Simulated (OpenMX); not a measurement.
A run of OpenMX 3.8.5:

File Cu.dat:

```
System.CurrrentDirectory             ./
System.Name                          Cu
DATA.PATH                            ./DFT_DATA13
level.of.stdout                      1
level.of.fileout                     0
Species.Number                       1
<Definition.of.Atomic.Species
  Cu  Cu6.0H-s3p2d2          Cu_PBE13H
Definition.of.Atomic.Species>

Atoms.Number                         2
Atoms.SpeciesAndCoordinates.Unit     FRAC
<Atoms.SpeciesAndCoordinates
    1  Cu    0.8661333500    0.1338666500    0.7500000000   9.500  9.500
    2  Cu    0.1338666500    0.8661333500    0.2500000000   9.500  9.500
Atoms.SpeciesAndCoordinates>

Atoms.UnitVectors.Unit               Ang
<Atoms.UnitVectors
     1.2672022376   -4.1354331308    0.0000000000
     1.2672022376    4.1354331308    0.0000000000
     0.0000000000    0.0000000000    2.4754955235
Atoms.UnitVectors>

scf.XcType                           GGA-PBE
scf.SpinPolarization                 off
scf.ElectronicTemperature            580.226
scf.energycutoff                     500.0
scf.maxIter                          100
scf.EigenvalueSolver                 band
scf.Kgrid                            9 9 9
scf.Mixing.Type                      rmm-diisk
scf.Init.Mixing.Weight               0.05
scf.Min.Mixing.Weight                0.001
scf.Max.Mixing.Weight                0.3
scf.Mixing.History                   25
scf.Mixing.StartPulay                8
scf.criterion                        1.0e-8
scf.stress.tensor                    on
MD.Type                              nomd
```

Potentials or basis: OpenMX 2013 PBE set, Cu6.0H-s3p2d2, grid cutoff 500 Ry.

The run is started by

```bash
$ openmx Cu.dat -nt 1 > Cu.std
```

Hardware: 1 thread of Intel(R) Xeon(R) Platinum 8259CL CPU @ 2.50GHz (Skylake/Cascade Lake) (shared host).

Question: How long does it take, and how much memory?

Answer: Wall time 2.2 min on 1 thread of Intel(R) Xeon(R) Platinum 8259CL CPU @ 2.50GHz (Skylake/Cascade Lake) (shared host), peak memory 0.49 GiB. Counts: k points 365, basis 38, scf iterations 16.
